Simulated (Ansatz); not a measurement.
Runs of Ansatz 0.2.0 on Ca. Symmetry: Im-3m, No. 229, cubic system. Conventional cell: a = 4.480 Å, b = 4.480 Å, c = 4.480 Å, α = 90.00°, β = 90.00°, γ = 90.00°. Ca (site symmetry m-3m) has 8 Ca at 3.88 Å as nearest neighbours. This isn't the form of Ca at room conditions, which is fcc.

```tsv
task	level	potentials or basis	spin	cell	k mesh	cutoff (eV)	smearing	other keys	mesh quality	gap on the mesh (eV)	pressure (GPa)
projected density of states	B3LYP+D3(BJ)	PseudoDojo standard (PBE files)	off	as given	5 × 5 × 5	925	fermi-dirac 0.025 eV	-	coarse	none	-2.1
ladder of functionals	SVWN5	Ansatz PAW earlier set	collinear, random start	cell strained at random at fixed volume	8 × 8 × 8	620	cold 0.15 eV	magnetization = spin_polarized True; scf.mixing.algorithm = msr1; …	not flagged	none	-2.5
relaxation of cell and atoms	PBE0+D4	Ansatz PAW	off	relaxed from: volume scaled by 0.8	6 × 6 × 6	420	cold 0.05 eV	scf.mixing.preconditioner = ldos; scf.mixing.algorithm = msr1; …	not flagged	none	0.0
atomic charges	revPBE0+D3(BJ)-ATM	Ansatz PAW	off	volume scaled by 1.08	5 × 5 × 5	420	fermi-dirac 0.1 eV	basis.ecutrho_ratio = 6	coarse	none	(a)
```

Estimate the missing entries.

(a) -2.0.

Caveats: some runs use coarse meshes; the cell was measured hot, at 740 K (some runs); pairwise dispersion overbinds metals, which lowers pressure and volume (some runs); the PAW data sets come from PBE, with cores solved anew for the run's functional, which leaves a small shift of forces and pressure (some runs); the thresholds are loose for stress (some runs); the potentials were made for another functional, which shifts forces and pressure (some runs); the starting moments weren't kept (some runs); the plane-wave basis is chosen anew once the cell has moved, so the energies of steps on either side of that aren't comparable (some runs).

A gap of «none» marks a metal or a gap under the smearing width.
